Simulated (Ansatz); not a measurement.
# SiO2: tests of the settings

The task here is to estimate one member of a computed series from the others.

Program: Ansatz 0.2.0. Level of theory: DFT PBEsol, scalar-relativistic, plane waves, PAW. These are calculated values, not measurements.

## The structure to begin with

It takes space group I-42d (No. 122, tetragonal). Conventional cell: a = 4.748 Å, b = 4.748 Å, c = 7.488 Å, α = 90.00°, β = 90.00°, γ = 90.00°. Around Si (site symmetry -4) lie 4 O at 1.62 Å. O (site symmetry 2) is surrounded by 2 Si at 1.62 Å.

Coordinates:

```
Si O
1.0
    -2.37405    2.37405    3.74400
     2.37405   -2.37405    3.74400
     2.37405    2.37405   -3.74400
Si O
2 4
Cartesian
  0.0000 0.0000 0.0000
  0.0000 2.3740 1.8720
  1.1870 2.9599 2.8080
  0.5858 1.1870 0.9360
  -1.1870 1.7882 2.8080
  -0.5858 3.5611 0.9360
```

Source of the structure: the Crystallography Open Database. It is taken as it stands there.

The first run:

input.yaml

```yaml
crystal:
  lattice:
    - [-2.37405, 2.37405, 3.744]
    - [2.37405, -2.37405, 3.744]
    - [2.37405, 2.37405, -3.744]
  atoms:
    - { symbol: Si, position: [0.0, 0.0, 0.0] }
    - { symbol: Si, position: [0.75, 0.25, 0.5] }
    - { symbol: O, position: [0.99838, 0.625, 0.87338] }
    - { symbol: O, position: [0.375, 0.24838, 0.37338] }
    - { symbol: O, position: [0.75162, 0.125, 0.12662] }
    - { symbol: O, position: [0.875, 0.00162, 0.62662] }
basis:
  ecutwfc: 420
kpoints:
  mp_grid: { grid: [6, 6, 6] }
hamiltonian:
  xc: pbesol
scf:
  occupations: { method: gaussian, width: 0.1 }
output:
  forces: true
  stress: true
  eigenvalues: true
```

Launch:

```console
$ ansatz run input.yaml --threads 1 --pin off --max-ram 2560MiB --backend cpu --events-out ev --progress --plain --runs-dir out
```

Steps of the session up to this table: A first look at the start; The base run; Plane-wave cutoff set to 150 eV; Plane-wave cutoff: 200 eV; Plane-wave cutoff set to 250 eV; Plane-wave cutoff set to 300 eV; Plane-wave cutoff set to 350 eV; Plane-wave cutoff: 380 eV; Plane-wave cutoff: 460 eV; Plane-wave cutoff set to 520 eV; Plane-wave cutoff set to 600 eV; Plane-wave cutoff: 700 eV; Plane-wave cutoff set to 850 eV.

One table of the session follows, with a row left open; its other results are not shown here.

It belongs to the step «What the plane-wave cutoff changes». 

```
cutoff (eV)  ΔE (meV/atom)  pressure (GPa)  largest change of a force component (eV/Å)  gap on the mesh (eV)
        150          13216          -15.18                                       0.719                 4.306
        200           4590            5.76                                       0.422                 5.374
        250           1274            3.72                                       0.286                 5.830
        300              ?               ?                                           ?                     ?
        350           65.4            1.04                                       0.003                 5.966
        380           22.4            1.07                                       0.001                 5.970
        420           4.64            1.08                                       0.001                 5.974
        460           1.30            1.09                                       0.001                 5.975
        520           0.92            1.09                                       0.001                 5.975
        600           0.49            1.08                                       0.001                 5.975
        700           0.27            1.08                                       0.000                 5.975
        850           0.00            1.08                                       0.000                 5.975
```

Estimate the missing values for cutoff (eV) = 300.

Worked estimate for «ΔE (meV/atom)». A straight line through the neighbours (250, 1274) and (350, 65.4) gives 1274 + (65.4 − 1274) × (300 − 250) / (350 − 250) = 670; a parabola fitted to 4 rows on both sides gives -70.

**Answer.** ΔE (meV/atom): 315; pressure (GPa): 1.03; largest change of a force component (eV/Å): 0.001; gap on the mesh (eV): 5.920. In «ΔE (meV/atom)» the line misses by +355 and the parabola by -385.

Caveats from the session: Warnings in the runs' records: cutoff below recommended.
